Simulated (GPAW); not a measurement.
Runs of GPAW 26.7.0 on Sn. Symmetry: Fd-3m, No. 227, cubic system. The conventional cell has a = 6.467 Å, b = 6.467 Å, c = 6.467 Å, α = 90.00°, β = 90.00°, γ = 90.00°. Sn (site symmetry -43m) is surrounded by 4 Sn at 2.80 Å. This isn't the form of Sn at room conditions, which is tetragonal (white tin).

```tsv
task	level	potentials or basis	spin	k mesh	maxiter	eigensolver	band path	band points	spin axis theta (degrees)	other keys	pressure (GPa)	V0 of scaled cells (Å³/atom)	B0 (GPa)
single point	PBE	GPAW PAW data sets (gpaw-data 1.2.1), pw	off	11 × 11 × 11	50	-	-	-	-	several, not listed	3.5	-	-
equation of state	BLYP+D3(BJ)	PAW data sets generated in the run's folder for this functional, pw	off	6 × 6 × 6	150	davidson	-	-	-	-	-	35.59	37
band structure	TPSS	GPAW PAW data sets (gpaw-data 1.2.1), pw	SOC, no magnetisation	6 × 6 × 6	150	davidson	GXWKGLUWLK,UX	100	90	-	2.7	-	-
equation of state	OLYP+D3(BJ)	PAW data sets generated in the run's folder for this functional, pw	off	6 × 6 × 6	150	davidson	-	-	-	-	-	(c)	43
equation of state	LDA	PAW data sets generated in the run's folder for this functional, pw	off	6 × 6 × 6	150	-	-	-	-	-	-	(b)	(a)
```

Alike in all rows: cell as given; cutoff (eV) 600; smearing fermi-dirac 0.05 eV.

Problem. Estimate the missing entries.

Solution. (a) 45; (b) 33.73; (c) 33.74.

Caveats: spin-orbit coupling was added after a scalar SCF, so levels and gaps hold it while energy, forces, pressure and moments don't (some runs); the PAW data sets were made with another functional, which shifts forces and pressure a little (some runs).
